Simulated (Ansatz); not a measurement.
## Phases of Na at -0.097 GPa

Structure types of Na are relaxed in primitive cells with their symmetry kept at -0.097 GPa, on PAW files; LAPW relaxes the small cells further and takes the PAW cell for the others (marked *). The enthalpy is E + pV at zero temperature, without zero-point motion. Only the types listed were tried, and differences under about 5 meV/atom are mesh noise. The real phase may be another.

Computed with Ansatz 0.2.0; functional PBE, scalar-relativistic. Settings: Fermi–Dirac smearing of 0.1 eV, no spin polarisation. Methods: LAPW: all electrons, basis error target 0.5 meV/atom; PAW: frozen-core files, cutoff 420 eV.

k meshes: fcc 13×13×13, bcc 13×13×13, hcp 12×12×7, sc 11×11×11, beta tin 12×12×12, hP4 7×7×5.

```
start type             ends as           a, b, c (Å)  V (Å³/atom)  H − H(lowest), LAPW (meV/atom)
       fcc          fcc, Fm-3m   5.320, 5.320, 5.320        37.63                             9.2
       bcc          bcc, Im-3m   4.222, 4.222, 4.222        37.63                             8.3
       hcp       hcp, P6_3/mmc   3.765, 3.765, 6.128        37.61                             7.0
        sc           sc, Pm-3m   3.433, 3.433, 3.433        40.45                               ?
  beta tin  beta tin, I4_1/amd   6.614, 6.614, 3.573        39.08                               ?
      hP4*      dhcp, P6_3/mmc  3.734, 3.734, 12.422        37.49                             0.0
```

**Question.** Fill in "H − H(lowest), LAPW (meV/atom)" for the row "beta tin".

**Answer.** 79.1.

**Question.** Give the missing entry: row "sc", column "H − H(lowest), LAPW (meV/atom)".

**Answer.** 124.9.
